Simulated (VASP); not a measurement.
WS2: relaxation of cell and atoms with PBEsol

WS2:

```
W S
1.0
     3.11641    0.00000    0.00000
    -1.55821    2.69889    0.00000
     0.00000    0.00000   12.58478
W S
2 4
Direct
  0.33333 0.66667 0.25000
  0.66667 0.33333 0.75000
  0.33333 0.66667 0.62660
  0.66667 0.33333 0.12660
  0.33333 0.66667 0.87340
  0.66667 0.33333 0.37340
```

The cell is a database's computed one.

```
Program                : VASP 6.6.1
Task                   : relaxation of cell and atoms
Functional             : PBEsol
Potentials or basis    : VASP PAW PBE potentials, release 64 (W_sv, S)
Cutoff                 : 600 eV
k mesh                 : 12 × 12 × 2
Occupations            : gaussian, width 0.02 eV
Spin                   : no spin polarisation
Target pressure        : 3 GPa
Dipole correction      : no
Further INCAR settings : ALGO = Fast; EDIFF = 1e-06; IBRION = 2; EDIFFG = -0.008; NSW = 70; ISIF = 3
Target pressure        : 3 GPa
```

* Relaxed volume: 16.81 Å³/atom
* Relaxed cell: a = 3.123 Å, b = 3.123 Å, c = 11.934 Å, α = 90.00°, β = 90.00°, γ = 120.00°
* Space group after relaxing (to 0.05 Å): P6_3/mmc (No. 194)
* Energy change on relaxing (the enthalpy is what falls): +1.9 meV/atom
* Ionic steps: 18
* Pressure after relaxing: 3.0 GPa
* Largest force after relaxing: 0.008 eV/Å
* Band gap on the k mesh: 0.77 eV, indirect (least direct gap 1.91 eV)

Forces on the atoms (eV/Å):
```
W    0.000  0.000  0.000
W    0.000  0.000  0.000
S    0.000  0.000  0.008
S    0.000  0.000  0.008
S    0.000  0.000 -0.008
S    0.000  0.000 -0.008
```

The path:
```tsv
step	energy change (eV)	largest force (eV/Å)	pressure (GPa)	volume (Å³)
1	0.0000	0.5579	5.15	105.85
2	-0.0062	0.6405	-3.60	109.52
3	-0.0382	0.1586	2.23	106.98
4	-0.0354	0.1355	2.38	106.26
5	-0.0206	0.0677	2.93	104.11
6	0.0456	0.0652	4.42	99.86
7	0.0188	0.0146	3.95	101.18
8	0.0140	0.0525	3.43	101.07
9	0.0129	0.1245	2.54	100.85
10	0.0171	0.0120	3.19	100.55
11	0.0168	0.0185	3.17	100.57
12	0.0152	0.0186	3.05	100.65
13	0.0140	0.0189	2.99	100.71
14	0.0136	0.0188	2.96	100.73
15	0.0135	0.0063	3.01	100.74
16	0.0135	0.0011	3.04	100.74
17	0.0130	0.0035	3.03	100.76
18	0.0116	0.0079	2.99	100.83
```

Final structure:
```xyz
6
Lattice="3.1234 0.0000 0.0000 -1.5617 2.7050 0.0000 0.0000 0.0000 11.9344" Properties=species:S:1:pos:R:3 pbc="T T T"
W     0.0000    1.8033    2.9836
W     1.5617    0.9017    8.9508
S     0.0000    1.8033    7.3789
S     1.5617    0.9017    1.4117
S     0.0000    1.8033   10.5227
S     1.5617    0.9017    4.5555
```

Levels at points of the mesh, in eV from the valence-band top:
| k point | band 24 | band 25 | band 26 | band 27 | band 28 | band 29 |
| --- | --- | --- | --- | --- | --- | --- |
| (0.00, 0.00, 0.00) | -1.49 | -1.34 | 0.00 | 2.28 | 2.28 | 2.29 |
| (0.50, 0.00, 0.00) | -1.91 | -1.75 | -1.65 | 2.35 | 2.41 | 2.50 |
| (0.00, 0.00, 0.50) | -2.27 | -0.32 | -0.32 | 2.26 | 2.26 | 2.26 |
| (0.50, 0.00, 0.50) | -1.90 | -1.76 | -1.76 | 2.37 | 2.37 | 2.77 |

Run time: 20 min on 1 thread of Intel(R) Xeon(R) Platinum 8488C (Sapphire Rapids), with other jobs on the host, peak memory 0.37 GiB.

Caveat: the cell is relaxed towards a set pressure, so the enthalpy falls and the energy may rise; the PAW data sets were made with another functional, which shifts forces and pressure a little; spin-orbit coupling is left out, which moves the levels of the heavy elements; this functional lacks dispersion, which binds the layers, so the pressure and a relaxed spacing across them are unreliable. A k mesh can miss the band edges.
